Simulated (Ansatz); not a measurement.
Structure from Materials Project entry mp-131 (possibly hypothetical), not relaxed further. The listed cell was then made from it by scaling, straining or moving an atom.

An input for Zr: DFT, PBE, all-electron LAPW, scalar-relativistic (Ansatz 0.2.0).

```yaml
crystal:
  lattice:
    - [3.2606839019, 0.0, 0.0]
    - [-1.630341951, 2.8238350928, 0.0]
    - [0.0, 0.0, 5.2064741108]
  atoms:
    - { symbol: Zr, position: [0.3333333333, 0.6666666667, 0.25] }
    - { symbol: Zr, position: [0.6666666667, 0.3333333333, 0.75] }
kpoints:
  mp_grid: { grid: [12, 12, 7] }
scf:
  occupations: { method: fermi_dirac, width: 0.05 }
hamiltonian:
  xc: pbe
  pseudopotentials: { kind: all_electron, lapw: { basis_error: 0.001 } }
output:
  forces: true
  stress: true
  eigenvalues: true
```

The results part of the log:

```
SCF 1 converged in 8 iterations: F = -195854.221366 eV  dr2 = 4.37e-8
SCF converged after 8 iterations
Free energy (F): -195854.221366 eV
Harris-Foulkes:  -195854.221366 eV  (|F-HF|=7.92e-9)
Internal energy: -195854.202225 eV  (E = F + TS)
E sigma→0 (E₀):  -195854.211795 eV
Entropy (-TS):   -0.019141 eV (-9.570 meV/atom)
Fermi energy:    15.258457 eV
--- Per-component energies (eV) ---
  E_band       = -3236.231455
  E_kinetic    = 202297.203999
  E_xc         = -6221.053155
  E_electrostatic = -391930.353068  (all electrons and nuclei)
  E_smearing   = -0.019141  (= −TS)
  E_closure    = 0.000000  (closes the sum)
  E_atoms      = -195839.623081  (free atoms, spherical and without spin; not in F)
  Σ components = -195854.221366   (vs F -195854.221366, Δ=0.00e0)
  Basis errors (estimates in eV, not in F): energy 1.6e-4 per atom: plane waves 1.2e-4 (6.2e-5 summed), levels above the bands 3.5e-20, relativity 5.6e-8, radial functions 4.1e-5, core shells 4.4e-7; eigenvalues (radial functions only) 8.6e-7; not estimated: angular momenta, meshes, grids; target (lapw.basis_error) 1.0e-3; muffin-tin radii Zr 1.606 Å
--- Forces (eV/Å), atoms counted from 1 ---
  atom   1  Zr     0.00000000    -0.00000000     0.00000000
  atom   2  Zr    -0.00000000     0.00000000     0.00000000
  max |Σ_I F_I| component: 5.55e-17 eV/Å
--- Stress (GPa, compression-positive) ---
       -2.188149       0.000000      -0.000000
        0.000000      -2.188149       0.000000
       -0.000000       0.000000      -2.033351
  P = ⅓ Tr σ = -2.1365 GPa (-21.365 kbar)
--- Band table (eV; the first three rows and the last of 76) ---
  k-point 0: bands = ["-153.5985", "-153.5985", "-153.5985", "-153.5985", "-153.5966", "-153.5966", "-153.5744", "-153.5744", "-153.5744", "-153.5744", "-33.6281", "-33.4924", "-12.1037", "-11.3123", "-11.3123", "-11.1914", "-11.1844", "-11.1844", "9.6591", "12.3015", "16.1141", "16.1141", "16.2322", "16.3014", "16.7731", "16.7731", "17.3533"]
  k-point 1: bands = ["-153.5985", "-153.5985", "-153.5985", "-153.5985", "-153.5966", "-153.5966", "-153.5744", "-153.5744", "-153.5744", "-153.5744", "-33.6215", "-33.4992", "-12.0612", "-11.3061", "-11.3061", "-11.2396", "-11.1908", "-11.1908", "9.8234", "12.2789", "16.0095", "16.0328", "16.0328", "16.1055", "16.6531", "16.6531", "17.5970"]
  k-point 2: bands = ["-153.5985", "-153.5985", "-153.5985", "-153.5985", "-153.5966", "-153.5966", "-153.5744", "-153.5744", "-153.5744", "-153.5744", "-33.6029", "-33.5183", "-11.9407", "-11.3727", "-11.2884", "-11.2884", "-11.2087", "-11.2087", "10.2885", "12.1214", "15.4775", "15.7821", "15.9374", "15.9374", "16.3857", "16.3857", "18.1499"]
  k-point 75: bands = ["-153.5985", "-153.5985", "-153.5985", "-153.5985", "-153.5966", "-153.5966", "-153.5744", "-153.5744", "-153.5744", "-153.5744", "-33.4758", "-33.4758", "-11.8864", "-11.8864", "-11.7144", "-11.6501", "-11.3430", "-11.3430", "13.8729", "13.8729", "13.9027", "14.1025", "15.2069", "15.2069", "17.0653", "17.5079", "19.5177"]
```
